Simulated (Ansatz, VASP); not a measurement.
Given: the input of a run of VASP 6.6.1 on Ag.

The input INCAR:

```
PREC = Accurate
ENCUT = 520
EDIFF = 1E-7
ISMEAR = -1
SIGMA = 0.05
LREAL = False
LASPH = True
NELM = 60
ALGO = Normal
ISIF = 2
LWAVE = False
LCHARG = False
GGA = PS
NBANDS = 18
```

KPOINTS

```
Automatic mesh
0
Gamma
  10 10 6
```

POSCAR

```
Ag
1.0
    2.9300000000      0.0000000000      0.0000000000
   -1.4650000000      2.5374544331      0.0000000000
    0.0000000000      0.0000000000      4.7900000000
Ag
2
Direct
    0.6848270000      0.3500780000      0.7468890000
    0.3379130000      0.6726650000      0.2505680000
```

Potentials or basis: VASP PAW PBE potentials, release 64 (Ag).

Run with:

```bash
$ cat potpaw_PBE.64/Ag/POTCAR > POTCAR
$ mpirun -np 1 vasp_std > vasp.out
```

Task: Set up the same calculation for Ansatz 0.2.0. Potentials there: Ansatz PAW.

Result: As run (the cutoff follows the program's own potentials):

File input.yaml:

```yaml
crystal:
  lattice:
    - [2.93, 0.0, 0.0]
    - [-1.465, 2.5374544331, 0.0]
    - [0.0, 0.0, 4.79]
  atoms:
    - { symbol: Ag, position: [0.684827, 0.350078, 0.746889] }
    - { symbol: Ag, position: [0.337913, 0.672665, 0.250568] }
hamiltonian:
  xc: pbesol
  pseudopotentials: { kind: paw }
kpoints:
  mp_grid: { grid: [10, 10, 6] }
scf:
  occupations: { method: fermi_dirac, width: 0.05 }
output:
  forces: true
  stress: true
  eigenvalues: true
```

Potentials or basis: Ansatz PAW.

Launch:

```sh
$ ansatz run input.yaml --threads 1 --pin off --max-ram 3584MiB --backend cpu --events-out ev --progress --plain --runs-dir out
```

Both were run:

|  | VASP | Ansatz | Ansatz less VASP |
| --- | --- | --- | --- |
| gap on the k mesh at the Fermi level (eV) | none | none | - |
| pressure (GPa) | -6.2 | -6.1 | +0.15 |
| largest component of the traceless stress (GPa) | 0.39 | 0.38 | -0.004 |
| rms of the force components (eV/Å) | 0.047 | 0.048 | +0.0006 |

Atom by atom the forces differ by 0.001 eV/Å (rms over components). A gap of «none» marks a metal or a gap that the smearing closes. With one functional, cell and mesh, what is left measures potentials, basis and numerics. The two sets of potentials don't hold the same shells in valence.

Caveats: the PAW data sets were made with another functional, which shifts forces and pressure a little (VASP); the PAW data sets come from PBE, with cores solved anew for the run's functional, which leaves a small shift of forces and pressure (Ansatz).
